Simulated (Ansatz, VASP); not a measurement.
**Te in VASP and in Ansatz**

```xyz
3
Lattice="4.2341 -2.3712 0.0000 4.2341 2.3712 0.0000 -0.1305 0.0000 3.9573" Properties=species:S:1:pos:R:3 pbc="T T T"
Te    5.6364    0.0000    2.6712
Te    2.7013    0.0000    1.2861
Te    0.0000    0.0000    0.0000
```

This isn't the form of Te at room conditions, which is trigonal, of chains.

Alike in both runs: task single point; functional PBE; k mesh 10 × 10 × 10; occupations fermi-dirac, width 0.08 eV; no spin polarisation.

|  | VASP | Ansatz |
| --- | --- | --- |
| version | VASP 6.6.1 | Ansatz 0.2.0 |
| potentials or method | VASP PAW PBE potentials, release 64 (Te), cutoff 520 eV | all-electron LAPW, scalar-relativistic |

```tsv
	VASP	Ansatz	Ansatz less VASP
pressure (GPa)	9.3	9.4	+0.07
largest component of the traceless stress (GPa)	1.02	1.02	0.000
rms of the force components (eV/Å)	0.223	0.221	-0.0017
```

Atom by atom the forces differ by 0.002 eV/Å (rms over components). Ansatz ran all-electron here, so the differences hold the error of VASP's frozen core and of both bases.

The runs have no spin-orbit coupling, so splittings on Te are missing.
